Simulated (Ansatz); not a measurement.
Au:

```xyz
1
Lattice="2.7484 0.0000 0.0000 0.0000 2.7484 0.0000 0.0000 0.0000 2.7484" Properties=species:S:1:pos:R:3 pbc="T T T"
Au    1.3742    1.3742    1.3742
```

The cell was built by a generator and needn't be a form met in nature.

| Item | Value |
| --- | --- |
| Program | Ansatz 0.2.0 |
| Task | relaxation of cell and atoms |
| Functional | LDA |
| Potentials or basis | Ansatz PAW |
| Cutoff | 420 eV (not typed: the program's choice for these potentials) |
| k mesh | 10 × 10 × 10 |
| Occupations | fermi-dirac, width 0.05 eV |
| Spin | no spin polarisation |

At the start: volume 20.76 Å³/atom.

**Question.** How do energy, volume and symmetry change on relaxing?

**Answer.** It ends after 6 steps and the volume is 18.96 Å³/atom (-8.7 %); space group Pm-3m (No. 221, to 0.05 Å).

The path:
| step | energy change (eV) | largest force (eV/Å) | volume (Å³) |
| --- | --- | --- | --- |
| 1 | 0.0000 | 0.0000 | 20.76 |
| 2 | -0.0296 | 0.0000 | 17.87 |
| 3 | -0.0603 | 0.0000 | 19.23 |
| 4 | -0.0621 | 0.0000 | 19.00 |
| 5 | -0.0621 | 0.0000 | 18.96 |
| 6 | -0.0617 | 0.0000 | 18.96 |

Final structure:
```yaml
crystal:
  lattice:
    - [2.66634, 0.00000, 0.00000]
    - [0.00000, 2.66634, 0.00000]
    - [0.00000, 0.00000, 2.66634]
  atoms:
    - { symbol: Au, position: [0.50000, 0.50000, 0.50000] }
```

Caveat: the plane-wave basis is chosen anew once the cell has moved, so the energies of steps on either side of that aren't comparable; the PAW data sets come from PBE, with cores solved anew for the run's functional, which leaves a small shift of forces and pressure.
